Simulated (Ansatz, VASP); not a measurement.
## C in VASP and in Ansatz

```
C
1.0
    -2.44986    2.44986    2.44986
     2.44986   -2.44986    2.44986
     2.44986    2.44986   -2.44986
C
6
Direct
  0.62500 0.25000 0.87500
  0.87500 0.62500 0.25000
  0.75000 0.62500 0.87500
  0.25000 0.87500 0.62500
  0.87500 0.75000 0.62500
  0.62500 0.87500 0.75000
```

Alike in both runs: functional PBE; k mesh 12 × 12 × 12; occupations gaussian, width 0.1 eV; no spin polarisation.

Ansatz relaxed the structure, and its values are those at the end. VASP's run is a single point on that final structure, the one shown.

|  | VASP | Ansatz |
| --- | --- | --- |
| version | VASP 6.6.1 | Ansatz 0.2.0 |
| potentials or method | VASP PAW PBE potentials, release 64 (C) | scalar-relativistic, plane waves, PAW |
| plane-wave cutoff (eV) | 520 | 420 |
| valence electrons in the cell | 24 | 24 |

VASP gave:

* gap on the k mesh at the Fermi level (eV): none
* pressure (GPa): 0.2

Problem. Which values does Ansatz return?

Solution. gap on the k mesh at the Fermi level (eV): none; pressure (GPa): 0.0.

A gap of «none» marks a metal or a gap that the smearing closes. With one functional, cell and mesh, what is left measures potentials, basis and numerics.
